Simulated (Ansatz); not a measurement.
## SiO₂ (Fm-3m): G0W0 and the treatment of frequencies and band sums

```xyz
3
Lattice="0.0000 2.1954 2.1954 2.1954 0.0000 2.1954 2.1954 2.1954 0.0000" Properties=species:S:1:pos:R:3 pbc="T T T"
Si    0.0000    0.0000    0.0000
O     1.0977    1.0977    1.0977
O     3.2931    3.2931    3.2931
```

Held fixed (Ansatz):

```yaml
orbitals: PBE
datasets: hard PAW set made for 700 eV
k_mesh: 4×4×4
response_cutoff: 200 eV
wave_cutoff: 700 eV
```

The gap is read direct at k = (0, -0.5, -0.5), linearised, between the Kohn-Sham band edges among the points solved. ε∞ is the electronic dielectric constant on this mesh. Runs with cut sums weigh the q → 0 term analytically. The completed-sum build treats it its own way, which on a coarse mesh shifts the gap as well.

| treatment | KS gap (eV) | G0W0 gap (eV) | ε∞ |
| --- | --- | --- | --- |
| contour deformation, sums cut at 136 empty bands | 2.15 | 3.85 | 3.9 |
| plasmon pole fitted at 32.29i eV, sums cut at 136 empty bands | 2.15 | 3.75 | 3.9 |
| contour deformation, 56 empty bands and completed sums (trial build, its own q → 0 term) | 2.15 | ? | ? |

(1) Fill in the row for contour deformation, 56 empty bands and completed sums (trial build, its own q → 0 term).

## Answers

(1) G0W0 gap 4.48 eV, ε∞ 3.9.

The cell is a model at fixed atoms and needn't be the relaxed known crystal. Points k are given in fractions of the reciprocal vectors. The mesh is coarse, so these are values at the stated settings, not converged ones. Band sums or response are cut, so the gap isn't at its basis limit. The gap is read on the mesh, and the crystal's band edges can lie off it.
